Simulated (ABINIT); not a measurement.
Runs of ABINIT 10.8.3 (patched build) on TiB2. The structure is hexagonal, space group P6/mmm (No. 191). Conventional cell: a = 3.029 Å, b = 3.029 Å, c = 3.228 Å, α = 90.00°, β = 90.00°, γ = 120.00°. Ti (site symmetry 6/mmm) is surrounded by 12 B at 2.38 Å. Around B (site symmetry -6m2) lie 3 B at 1.75 Å. 

| task | level | potentials or basis | cell | cutoff (eV) | cell freedom (optcell) | optimiser (ionmov) | cutoff smearing ecutsm (Ha) | force stop (Ha/bohr) | gap on the mesh (eV) | pressure (GPa) |
| --- | --- | --- | --- | --- | --- | --- | --- | --- | --- | --- |
| single point | PBE | SPMS NC PBE v1.0 | as given | 707 | - | - | - | - | none | (a) |
| single point | PBEsol | PseudoDojo NC SR PBEsol v0.4.1 standard | as given | 1034 | - | - | - | - | none | -4.9 |
| single point | PBE | PseudoDojo NC SR PBE v0.5 stringent | as given | 1034 | - | - | - | - | none | -0.1 |
| relaxation of cell and atoms | LDA | PseudoDojo NC SR LDA v0.4.1 standard | relaxed | 1143 | 2 | 2 | 0.5 | 2e-05 | none | 0.0 |
| single point | RPBE | PseudoDojo NC SR PBE v0.5 stringent | as given | 1034 | - | - | - | - | none | 2.5 |

Alike in all rows: no spin polarisation; k mesh 8 × 8 × 6; smearing fermi-dirac 0.05 eV.

**Question.** Estimate the missing entries.

**Answer.** (a) -0.9.

Caveats: the potentials were made for another functional, which shifts forces and pressure (some runs).

A k mesh can miss the band edges.

A gap of «none» marks a metal or a gap under the smearing width.

Not every run made on this cell is shown here.
